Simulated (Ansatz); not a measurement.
The system is InP.

```
In P
1.0
     0.00000    2.93050    2.93050
     2.93050    0.00000    2.93050
     2.93050    2.93050    0.00000
In P
1 1
Direct
  0.00000 0.00000 0.00000
  0.75000 0.75000 0.75000
```

Base run:

| Item | Value |
| --- | --- |
| Program | Ansatz 0.2.0 |
| Functional | revPBE |
| Potentials or basis | all-electron LAPW, scalar-relativistic |
| Cutoff | 244 eV |
| Density cutoff | 978 eV |
| Basis error allowed | 0.001 eV/atom |
| k mesh | 8 × 8 × 8 |
| Occupations | fermi-dirac, width 0.05 eV |
| Spin | no spin polarisation |

Its results: band gap on the k mesh 0.81 eV, direct; pressure 4.7 GPa.

**Question.** After a change of settings the same cell gave: band gap on the k mesh 0.85 eV, direct; pressure 5.2 GPa. Which change was it?
A. functional from revPBE to LDA
B. functional from revPBE to PBEsol
C. functional from revPBE to RPBE
D. functional from revPBE to PBEsol; k mesh from 8 × 8 × 8 to 6 × 6 × 6

**Answer.** C.

Caveats: spin-orbit coupling is left out, which moves the levels of the heavy elements.

Not every run made on this cell is shown here.
